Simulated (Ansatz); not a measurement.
Runs of Ansatz 0.2.0 on CdSe. Symmetry: Fm-3m, No. 225, cubic system. Conventional cell: a = 5.748 Å, b = 5.748 Å, c = 5.748 Å, α = 90.00°, β = 90.00°, γ = 90.00°. Cd (site symmetry m-3m) has 6 Se at 2.87 Å as nearest neighbours. Around Se (site symmetry m-3m) lie 6 Cd at 2.87 Å. Measurements of this composition are mostly on another form, of space group No. 186.

```tsv
task	level	atoms under strain	gap on the mesh (eV)	pressure (GPa)
elastic constants	PBE	relaxed	none	-0.3
phonons	LDA	-	none	-
elastic constants	LDA	relaxed	none	(a)
phonons	PBE	-	none	-
```

Alike in all rows: potentials or basis Ansatz PAW; no spin polarisation; cell as given; k mesh 6 × 6 × 6; cutoff (eV) 420; smearing fermi-dirac 0.05 eV.

Q: Estimate the missing entries.

A: (a) -5.9.

Caveats: elastic constants of metals need much finer meshes, so these are rough (some runs); the PAW data sets come from PBE, with cores solved anew for the run's functional, which leaves a small shift of forces and pressure (some runs); the cell is more than 3 GPa from zero pressure, which shifts response properties (some runs).

A k mesh can miss the band edges, and the runs leave out spin-orbit coupling on Cd, Se.

A gap of «none» marks a metal or a gap under the smearing width.
